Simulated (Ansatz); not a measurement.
Write a Python script for the Python package of Ansatz (0.2.0) that makes a calculation of the dielectric tensor and Born charges of F, space group C2/c. Use: PBE, norm-conserving potentials, the default cutoff (1320 eV here), 8×8×3 k-points, fixed occupations.

```
F
1.0
     2.55632   -1.58403    0.00000
     2.55632    1.58403    0.00000
    -0.56211    0.00000    6.59771
F
4
Direct
  0.59583 0.91534 0.59796
  0.08466 0.40417 0.90204
  0.40417 0.08466 0.40204
  0.91534 0.59583 0.09796
```

Script `f.py`:
```python
"""Response of F to an electric field."""

import argparse

import ansatz as az
import numpy as np

parser = argparse.ArgumentParser(description="Response of F to an electric field.")
parser.add_argument("--kmesh", type=int, nargs=3, default=[8, 8, 3], help="k-point sampling")
parser.add_argument("--functional", required=True, help="exchange-correlation functional")
parser.add_argument("--max-scf", type=int, required=True, help="SCF control")
parser.add_argument("--mixing-beta", type=float, required=True, help="density mixing step")
parser.add_argument("--occupations", default="fixed", help="how the bands are filled")
args = parser.parse_args()

cell = (
    az.Lattice.of([2.55632242, -1.58402725, 0.0], [2.55632242, 1.58402725, 0.0], [-0.5621106, 0.0, 6.5977089])
    .atom("F", [0.59583288, 0.91533597, 0.5979555])
    .atom("F", [0.08466403, 0.40416712, 0.9020445])
    .atom("F", [0.40416712, 0.08466403, 0.4020445])
    .atom("F", [0.91533597, 0.59583288, 0.0979555])
)

# an insulator: whole occupations
calculation = cell.calculation()
calculation = calculation.kpoints(*args.kmesh)
calculation = calculation.pseudopotentials("nc")
calculation = calculation.functional(args.functional)
calculation = calculation.initial_density(normalization="atom")
calculation = calculation.accuracy("medium")
calculation = calculation.scf(max_iterations=args.max_scf)
calculation = calculation.mixing("msr1", ndim=4, beta=args.mixing_beta).occupations(args.occupations)
calculation = calculation.dielectric()
out = calculation.run(threads=1, pin="off")
response = out.dielectric
eps = np.asarray(response.eps_inf)

print(f"mean eps_inf {np.trace(eps) / 3:.3f}, fraction of exact exchange 1/eps = {3 / np.trace(eps):.3f}")
print(np.array2string(eps, precision=3, suppress_small=True))
for site, z in zip(out.lattice.sites, response.zstar_e):
    print(f"{site.symbol:2s} Z* trace/3 = {np.trace(z) / 3:+.3f} e")
print(f"charge neutrality missed by {response.zstar_sum_residual_pre_e:.4f} e before the sum rule")
```

`python f.py --functional pbe --max-scf 80 --mixing-beta 0.4` gives:
```text
DeckWarning: basis.ecutwfc = 1320 eV, auto-derived from the records' recommended cutoffs: set by F (normal level)
mean eps_inf 2.104, fraction of exact exchange 1/eps = 0.475
[[ 1.607  0.    -0.075]
 [ 0.     1.884 -0.   ]
 [-0.075 -0.     2.823]]
F  Z* trace/3 = +0.000 e
F  Z* trace/3 = -0.000 e
F  Z* trace/3 = +0.000 e
F  Z* trace/3 = -0.000 e
charge neutrality missed by 0.0020 e before the sum rule
```
(Warnings from the package without file and line.)

What to keep in mind:
- The settings weren't tested for convergence.
- With fixed filling the reported Fermi level is the top filled level among the k-points of the SCF.
- No spin polarisation was allowed.
- Averages over directions belong to no single polarisation, least of all in layered crystals.
- Pressure is positive in compression.
- This isn't the structure that F takes at ambient conditions.
- This is the electronic (clamped-ion) response; a semilocal gap that is too small tends to raise it. The typed mesh is that of the SCF; the response is solved on denser meshes that the run picks.
- Timing: 5 min on 1 thread of Arm Neoverse V2, on a shared host, peak memory 2.1 GiB.

(Lines on the test bed's own set-up are left out of the output.)
